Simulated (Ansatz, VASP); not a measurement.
**C in VASP and in Ansatz**

```
CELL_PARAMETERS angstrom
2.47374 0.00000 0.00000
-1.23687 2.14232 0.00000
0.00000 0.00000 4.11898
ATOMIC_POSITIONS crystal
C 0.33333 0.66667 0.99992
C 0.66667 0.33333 0.49992
C 0.33333 0.66667 0.37408
C 0.66667 0.33333 0.87408
```

Change from the starting cell: strained cell.

Alike in both runs: functional PBEsol; k mesh 9 × 9 × 6; occupations gaussian, width 0.02 eV; no spin polarisation.

Ansatz relaxed the structure, and its values are those at the end. VASP's run is a single point on that final structure, the one shown.

|  | VASP | Ansatz |
| --- | --- | --- |
| version | VASP 6.6.1 | Ansatz 0.2.0 |
| potentials or method | VASP PAW PBE potentials, release 64 (C) | scalar-relativistic, plane waves, PAW |
| plane-wave cutoff (eV) | 520 | 420 |
| valence electrons in the cell | 16 | 16 |

VASP gave:

| Property | Result |
| --- | --- |
| gap on the k mesh at the Fermi level (eV) | 2.91 |
| least direct gap on the mesh (eV) | 4.96 |
| pressure (GPa) | 15.7 |
| rms of the force components (eV/Å) | 0.003 |

What did Ansatz give for the same quantities?

gap on the k mesh at the Fermi level (eV): 2.93; least direct gap on the mesh (eV): 4.96; pressure (GPa): 14.3; rms of the force components (eV/Å): 0.000.

With one functional, cell and mesh, what is left measures potentials, basis and numerics. Ansatz warned: «pseudo_functional_mismatch».

Caveats: so large a pressure means that the cell lies far from this level's equilibrium, or that cutoff or potentials fall short (VASP); the potentials were made for another functional, which shifts forces and pressure (VASP); an odd mesh through Γ misses points on the zone boundary, where band edges often lie.
